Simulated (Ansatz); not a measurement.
# AlN: band gap under strain

Aim: follow the gap of AlN (wurtzite) through these states: -5.9 % shear in the xy plane; +1.9 % biaxial strain in x and y, free along z. The table at the end shows which levels were run.

Code: Ansatz 0.2.0. PAW datasets, plane waves. Calculated at 0 K for a non-magnetic cell.

## 1. The system as given

The unstrained cell was relaxed with r2SCAN; in each strained cell the atoms were relaxed again with r2SCAN. Names of k-points are those of the unstrained zone, where strain can split equivalent points. First state: -5.9 % shear in the xy plane.

The symmetry is P2_1 (No. 4, monoclinic); a = 3.028 Å, b = 4.979 Å, c = 3.108 Å, β = 117.5° in the conventional setting, 10.39 Å³ an atom. Around Al lie 4 N at 1.88–1.90 Å; around N lie 4 Al at 1.88–1.90 Å.

Coordinates:

```cif
data_structure
_symmetry_space_group_name_H-M 'P2_1'
_symmetry_Int_Tables_number 4
_cell_length_a 3.0282
_cell_length_b 4.9786
_cell_length_c 3.1080
_cell_angle_alpha 90.000
_cell_angle_beta 117.461
_cell_angle_gamma 90.000
_cell_volume 41.58
loop_
_atom_site_label
_atom_site_type_symbol
_atom_site_symmetry_multiplicity
_atom_site_Wyckoff_symbol
_atom_site_fract_x
_atom_site_fract_y
_atom_site_fract_z
_atom_site_occupancy
Al1 Al 2 a 0.66677 0.00332 0.33039 1
N1 N 2 a 0.66762 0.62168 0.32437 1
```

## 2. -5.9 % shear in the xy plane: PBE

Input file input.yaml:

```yaml
crystal:
  lattice:
    - [3.1066937622, -0.0910261273, 0.0]
    - [-1.6321778197, 2.7359887834, 0.0]
    - [0.0, 0.0, 4.978591553]
  atoms:
    - { symbol: Al, position: [0.3363827421, 0.6667734083, -0.0033208822] }
    - { symbol: Al, position: [0.6636172579, 0.3332265917, 0.4966791178] }
    - { symbol: "N", position: [0.3432455175, 0.6676180217, 0.3783208822] }
    - { symbol: "N", position: [0.6567544825, 0.3323819783, 0.8783208822] }
kpoints:
  mp_grid: { grid: [12, 12, 6] }
  band_path:
    path:
      - [0.0, 0.0, 0.0]
      - [0.5, 0.0, 0.0]
      - [0.3333333333, 0.3333333333, 0.0]
      - [0.0, 0.0, 0.5]
      - [0.5, 0.0, 0.5]
      - [0.3333333333, 0.3333333333, 0.5]
    npoints: 1
hamiltonian:
  xc: pbe
scf:
  occupations: { method: fermi_dirac, width: 0.02 }
  n_extra_bands: 5
output:
  forces: true
  stress: true
  eigenvalues: true
```

Further steps of the session: -5.9 % shear in the xy plane: r2SCAN; -5.9 % shear in the xy plane: HSE06; +1.9 % biaxial strain in x and y, free along z: PBE; +1.9 % biaxial strain in x and y, free along z: r2SCAN; +1.9 % biaxial strain in x and y, free along z: HSE06.

Before running it: what results should come out?

The runs gave:

Least gap in eV (negative: overlap):

```
                                         state   PBE  r2SCAN  HSE06
                  -5.9 % shear in the xy plane  4.21    4.85   5.57
+1.9 % biaxial strain in x and y, free along z  3.86    4.49   5.20
```

What this shows: Where both were run, the HSE06 gap lies +1.34 to +1.36 eV from PBE's, each on its own k points. In PBE the gap is least under +1.9 % biaxial strain in x and y, free along z (3.86 eV) and largest under -5.9 % shear in the xy plane (4.21 eV).
